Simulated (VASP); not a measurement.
Wanted: the native input for a VASP 6.6.1 run.

* Task: G0W0 quasiparticle levels
* Functional: PBE
* Potentials or basis: VASP PAW PBE potentials, release 64 (Cu_GW, N_GW)
* Cutoff: 450 eV
* k mesh: 3 × 3 × 3
* Occupations: gaussian, width 0.01 eV
* Spin: no spin polarisation
* Cutoff of the response function: 120
* Frequency points: 64
* Empty bands: 96
* GW scheme: G0W0
* GW iterations: 1
* Further INCAR settings: ALGO = EVGW0; EDIFF = 1e-08; NBANDS = 115

Cu3N:

```
CELL_PARAMETERS angstrom
3.80700 0.00000 0.00000
0.00000 3.80700 0.00000
0.00000 0.00000 3.80700
ATOMIC_POSITIONS crystal
Cu 0.00000 0.00000 0.50000
Cu 0.00000 0.50000 0.00000
Cu 0.50000 0.00000 0.00000
N 0.00000 0.00000 0.00000
```

These files were run (other wordings do the same):

POSCAR

```
Cu3N
1.0
    3.8070000000      0.0000000000      0.0000000000
    0.0000000000      3.8070000000      0.0000000000
    0.0000000000      0.0000000000      3.8070000000
Cu N
3 1
Direct
    0.0000000000      0.0000000000      0.5000000000
    0.0000000000      0.5000000000      0.0000000000
    0.5000000000      0.0000000000      0.0000000000
    0.0000000000      0.0000000000      0.0000000000
```

INCAR.step1

```
SYSTEM = Cu3N
PREC     = Accurate       ! precision mode
ENCUT    = 450            ! plane-wave cutoff, eV
EDIFF    = 1E-8           ! SCF threshold, eV
ISMEAR   = 0              ! smearing method
SIGMA    = 0.01           ! smearing width, eV
LREAL    = .FALSE.        ! projectors in reciprocal space
LASPH    = .TRUE.         ! aspherical terms in the spheres
NELM     = 60             ! most SCF steps
ALGO     = Normal         ! electronic algorithm
LWAVE    = .TRUE.         ! write WAVECAR
LCHARG   = .FALSE.        ! write CHGCAR
GGA      = PE             ! functional
```

INCAR.step2

```
SYSTEM = Cu3N
PREC     = Accurate       ! precision mode
ENCUT    = 450            ! plane-wave cutoff, eV
EDIFF    = 1E-8           ! SCF threshold, eV
ISMEAR   = 0              ! smearing method
SIGMA    = 0.01           ! smearing width, eV
LREAL    = .FALSE.        ! projectors in reciprocal space
LASPH    = .TRUE.         ! aspherical terms in the spheres
NELM     = 1              ! most SCF steps
ALGO     = Exact          ! electronic algorithm
LWAVE    = .TRUE.         ! write WAVECAR
LCHARG   = .FALSE.        ! write CHGCAR
GGA      = PE             ! functional
NBANDS   = 115            ! bands
LOPTICS  = .TRUE.         ! frequency-dependent dielectric function
ISTART   = 1
```

INCAR.step3

```
SYSTEM = Cu3N
PREC     = Accurate       ! precision mode
ENCUT    = 450            ! plane-wave cutoff, eV
EDIFF    = 1E-8           ! SCF threshold, eV
ISMEAR   = 0              ! smearing method
SIGMA    = 0.01           ! smearing width, eV
LREAL    = .FALSE.        ! projectors in reciprocal space
LASPH    = .TRUE.         ! aspherical terms in the spheres
ALGO     = EVGW0          ! electronic algorithm
LWAVE    = .FALSE.        ! write WAVECAR
LCHARG   = .FALSE.        ! write CHGCAR
GGA      = PE             ! functional
NELMGW   = 1            
NBANDS   = 115            ! bands
ENCUTGW  = 120            ! cutoff of the response function
NOMEGA   = 64             ! frequency points
PRECFOCK = Fast         
ISTART   = 1            
NBANDSGW = 27
```

KPOINTS

```
Automatic mesh
0
G
  3 3 3
  0 0 0
```

Potentials or basis: VASP PAW PBE potentials, release 64 (Cu_GW, N_GW).

Launch:

```console
$ cat potpaw_PBE.64/Cu_GW/POTCAR potpaw_PBE.64/N_GW/POTCAR > POTCAR
$ cp INCAR.step1 INCAR
$ mpirun -np 1 vasp_std > vasp.out
$ cp INCAR.step2 INCAR
$ mpirun -np 1 vasp_std > vasp.out
$ cp INCAR.step3 INCAR
$ mpirun -np 1 vasp_std > vasp.out
```

It gave:

```json
{
 "Band gap on the k mesh, mean-field level": "1.61 eV, indirect (least direct gap 2.79 eV)",
 "Quasiparticle gap": "2.57 eV",
 "Least direct quasiparticle gap": "3.50 eV"
}
```

Caveat: the k mesh is coarse (spacing up to 0.55 Å⁻¹), so the values aren't converged; bands, screening cutoff and mesh are small and nothing is extrapolated, so the quasiparticle values aren't converged; an odd mesh through Γ misses points on the zone boundary, where band edges often lie.

Wall time 63 s on 1 thread of Intel(R) Xeon(R) 6975P-C (Granite Rapids), on a shared host, peak memory 0.37 GiB.
